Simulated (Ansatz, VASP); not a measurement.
# One calculation of AgCl, two programs

INCAR

```
  ALGO = Normal
  EDIFF = 1E-7
  ENCUT = 520
  GGA = PE
  ISIF = 2
  ISMEAR = 0
  LASPH = True
  LCHARG = False
  LREAL = False
  LWAVE = False
  NBANDS = 16
  NELM = 100
  PREC = Accurate
  SIGMA = 0.01
```

The input KPOINTS:

```
k-points
0
Gamma
  6 6 6
```

Contents of POSCAR:

```
AgCl
1.0
    0.0000000000      2.9932461729      2.9932461729
    2.9932461729      0.0000000000      2.9932461729
    2.9932461729      2.9932461729      0.0000000000
Ag Cl
1 1
Direct
    0.0000000000      0.0000000000      0.0000000000
    0.2500000000      0.2500000000      0.2500000000
```

Input for Ansatz:

```yaml
crystal:
  lattice:
    - [0.0, 2.9932461729, 2.9932461729]
    - [2.9932461729, 0.0, 2.9932461729]
    - [2.9932461729, 2.9932461729, 0.0]
  atoms:
    - { symbol: Ag, position: [0.0, 0.0, 0.0] }
    - { symbol: Cl, position: [0.25, 0.25, 0.25] }
kpoints:
  mp_grid: { grid: [6, 6, 6] }
hamiltonian:
  xc: pbe
scf:
  occupations: { method: fixed }
output:
  optics:
    e_range: [0, 13]
    de: 0.05
    sigma: 0.1
    bands: { spectra_wanted_up_to: 13 }
    scissors: 1.464
  write_density: true
  write_potential: true
  elf: true
  volumetric_format: npy
```

Alike in both runs: task single point; functional PBE; k mesh 6 × 6 × 6; no spin polarisation.

```csv
,VASP,Ansatz
version,VASP 6.6.1,Ansatz 0.2.0
potentials or method,"VASP PAW PBE potentials, release 64 (Ag, Cl)","plane waves, PAW"
plane-wave cutoff (eV),520,420
occupations,"gaussian, width 0.01 eV",fixed
valence electrons in the cell,18,26
```

|  | VASP | Ansatz | Ansatz less VASP |
| --- | --- | --- | --- |
| gap on the k mesh at the Fermi level (eV) | 1.25 | 1.25 | +0.001 |

The two sets of potentials don't hold the same shells in valence.
